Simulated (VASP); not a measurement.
**Tb under changes of volume**

One of the cells (33.132 Å³/atom); the others are scaled copies at fixed shape and fractional positions:

```xyz
1
Lattice="-2.0233 2.0233 2.0233 2.0233 -2.0233 2.0233 2.0233 2.0233 -2.0233" Properties=species:S:1:pos:R:3 pbc="T T T"
Tb    0.0000    0.0000    0.0000
```

This isn't the form of Tb at room conditions, which is hcp.

| Quantity | Value |
| --- | --- |
| Program | VASP 6.6.1 |
| Functional | PBE |
| Potentials or basis | VASP PAW PBE potentials, release 64 (Tb) |
| Cutoff | 520 eV |
| k mesh | 9 × 9 × 9 |
| Occupations | fermi-dirac, width 0.05 eV |
| Spin | collinear spin, ferromagnetic start |
| Starting moments | [6.0] μB |

```csv
volume (Å³/atom),energy over the lowest point (meV/atom),pressure (GPa),moment (μB per cell)
30.533,11.82,2.1,5.90
31.183,5.14,1.5,5.89
31.833,1.07,0.8,5.89
33.132,0.00,-0.3,5.88
33.782,?,?,?
34.431,7.21,-1.0,5.87
```

**Question.** What does the run at 33.782 Å³/atom give?

**Answer.** Energy over the lowest point 2.65 meV/atom; pressure -0.8 GPa; moment 5.87 μB per cell.

Worked out: A Birch-Murnaghan fit of order 3 (a polynomial in V^(-2/3)) to the other rows has its minimum at 32.63 Å³/atom with B0 = V·E''(V) = 27 GPa and B' = 2.9. It gives 2.65 meV/atom at 33.782 Å³/atom, against the run's 2.65, and -dE/dV = -0.9 GPa, against -0.8. A straight line through the other rows of the moment, of slope -0.00717 μB per Å³/atom, gives 5.87 μB, against the run's 5.87.

Energies are extrapolated to zero smearing.

Caveats: the magnetic or orbital state may not be the lowest.
